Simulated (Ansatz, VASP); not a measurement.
# Two plane-wave programs on C

Contents of INCAR:

```
ALGO     = Normal         # electronic algorithm
EDIFF    = 1E-7           # SCF threshold, eV
ENCUT    = 520            # plane-wave cutoff, eV
GGA      = PE             # functional
ISIF     = 2              # what is computed and relaxed
ISMEAR   = -1             # smearing method
LASPH    = T              # aspherical terms in the spheres
LCHARG   = T              # write CHGCAR
LELF     = T              # ELF
LREAL    = F              # projectors in reciprocal space
LVHAR    = T            
LWAVE    = F              # write WAVECAR
NBANDS   = 11             # bands
NELM     = 60             # most SCF steps
PREC     = Accurate       # precision mode
SIGMA    = 0.05           # smearing width, eV
```

The input KPOINTS:

```
k-points
0
Gamma
  11 11 11
```

POSCAR

```
C
1.0
    0.0000000000      1.7833700000      1.7477026000
    1.7833700000      0.0000000000      1.7477026000
    1.7833700000      1.7833700000      0.0000000000
C
2
Direct
    0.7500000000      0.7500000000      0.7500000000
    0.5000000000      0.5000000000      0.5000000000
```

Contents of input.yaml:

```yaml
crystal:
  lattice:
    - [0.0, 1.78337, 1.7477026]
    - [1.78337, 0.0, 1.7477026]
    - [1.78337, 1.78337, 0.0]
  atoms:
    - { symbol: C, position: [0.75, 0.75, 0.75] }
    - { symbol: C, position: [0.5, 0.5, 0.5] }
hamiltonian:
  xc: pbe
  pseudopotentials: { kind: paw }
kpoints:
  mp_grid: { grid: [11, 11, 11] }
  band_path:
    path:
      - [[0.0, 0.0, 0.0], [0.0, 0.5, 0.5], [0.2603082049, 0.5, 0.7603082049], [0.3801541025, 0.3801541025, 0.7603082049], [0.0, 0.0, 0.0], [-0.5, -0.5, 0.0], [-0.3801541025, -0.3801541025, 0.2396917951], [0.0, 0.0, 0.5], [-0.25, 0.25, 0.5], [-0.5, -0.2603082049, 0.2396917951], [-0.5, -0.5, 0.0]]
      - [[0.0, 0.5, 0.5], [-0.25, 0.25, 0.5]]
    npoints: 14
scf:
  occupations: { method: fermi_dirac, width: 0.05 }
  n_extra_bands: 6
output:
  forces: true
  stress: true
  eigenvalues: true
  fatbands: false
  write_density: true
  write_potential: true
  elf: true
  volumetric_format: npy
```

This isn't the form of C at room conditions, which is graphite.

Alike in both runs: functional PBE; k mesh 11 × 11 × 11; occupations fermi-dirac, width 0.05 eV; no spin polarisation.

```csv
,VASP,Ansatz
version,VASP 6.6.1,Ansatz 0.2.0
potentials or method,"VASP PAW PBE potentials, release 64 (C)",Ansatz PAW
plane-wave cutoff (eV),520,420
valence electrons in the cell,8,8
task,single point,band structure
```

```tsv
	VASP	Ansatz	Ansatz less VASP
gap on the k mesh at the Fermi level (eV)	3.65	3.66	+0.007
least direct gap on the mesh (eV)	5.28	5.28	+0.004
pressure (GPa)	11.8	11.0	-0.77
largest component of the traceless stress (GPa)	12.53	12.54	+0.013
```

Caveats: an odd mesh through Γ misses points on the zone boundary, where band edges often lie (VASP); the pressure holds a Pulay correction of +1.0 GPa for the finite cutoff (Ansatz).
